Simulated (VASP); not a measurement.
Here is a VASP 6.6.1 calculation.

File INCAR:

```
PREC = Accurate
ENCUT = 520
EDIFF = 1E-7
ISMEAR = 0
SIGMA = 0.013000000000000001
LREAL = F
LASPH = T
NELM = 100
ALGO = Fast
ISIF = 2
LWAVE = F
LCHARG = T
GGA = PE
LELF = T
LVHAR = T
NBANDS = 21
```

Contents of KPOINTS:

```
Automatic mesh
0
Gamma
  8 8 8
```

Contents of POSCAR:

```
Ge
1.0
    0.0000000000      2.8289100000      2.8289100000
    2.8289100000      0.0000000000      2.8289100000
    2.8289100000      2.8289100000      0.0000000000
Ge
2
Direct
    0.7500000000      0.7500000000      0.7500000000
    0.5000000000      0.5000000000      0.5000000000
```

Potentials or basis: VASP PAW PBE potentials, release 64 (Ge_d).

The run is started by

```console
$ cat potpaw_PBE.64/Ge_d/POTCAR > POTCAR
$ mpirun -np 1 vasp_std > vasp.out
```

(1) Estimate the pressure.

(2) Predict the band gap on the k mesh.

Results:

(1) 3.5 GPa.

(2) 0.03 eV, direct.

**Measured values to compare with.**

From “Electronic and optical properties of SixGe1-x-ySny alloys lattice-matched to Ge”, 2021, arxiv:2109.02782, for a bulk crystal of Ge at 293 K: band gap 0.666 eV (indirect).

A measured gap of Ge is 0.666 eV (indirect; 293 K; “Electronic and optical properties of SixGe1-x-ySny alloys lattice-matched to Ge”, 2021, arxiv:2109.02782); the calculated 0.03 eV misses it by -0.63 eV. 3 values of this kind are on record (0.666 to 0.807 eV); this one was drawn at random among those near their median. Spin-orbit coupling on Ge is left out. The value is that of PBE on a finite k mesh, which can miss the band edges, without temperature or zero-point motion. Semilocal functionals fall short of measured gaps as a rule.
